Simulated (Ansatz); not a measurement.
## BN (F-43m): G0W0 and the starting functional

```
B N
1.0
     0.00000    1.74665    1.74665
     1.74665    0.00000    1.74665
     1.74665    1.74665    0.00000
B N
1 1
Cartesian
  0.0000 0.0000 0.0000
  0.8733 0.8733 0.8733
```

Held fixed (Ansatz):

```
datasets        : soft PAW set, first generation
k mesh          : 4×4×4
empty bands     : 69
response cutoff : 200 eV
frequencies     : contour deformation
q → 0 term      : analytic weight of Carrier, Rohra and Görling
band sums       : cut at the band count
```

The gap is read from Γ to k = (0, -0.5, -0.5), linearised, between the Kohn-Sham band edges among the points solved. ε∞ is the electronic dielectric constant on this mesh. Wave cutoffs: 420, 500 eV in the order of the table.

| orbitals | KS gap (eV) | G0W0 gap (eV) | ε∞ |
| --- | --- | --- | --- |
| PBE | 4.55 | 6.18 | 4.9 |
| r²SCAN | 5.09 | ? | ? |

Problem. Fill in the row for r²SCAN.

Solution. G0W0 gap 6.38 eV, ε∞ 4.6.

Soft PAW datasets can miss an all-electron G0W0 gap by more than 5 %. The cell is a model at fixed atoms and needn't be the relaxed known crystal. The PAW or pseudopotential files were made with PBE. Points k are given in fractions of the reciprocal vectors. The mesh is coarse, so these are values at the stated settings, not converged ones. Band sums or response are cut, so the gap isn't at its basis limit. The gap is read on the mesh, and the crystal's band edges can lie off it. With r²SCAN or HSE06 the Kohn-Sham levels are generalised ones. Meshes this coarse can overestimate the dielectric constant by a tenth and more.
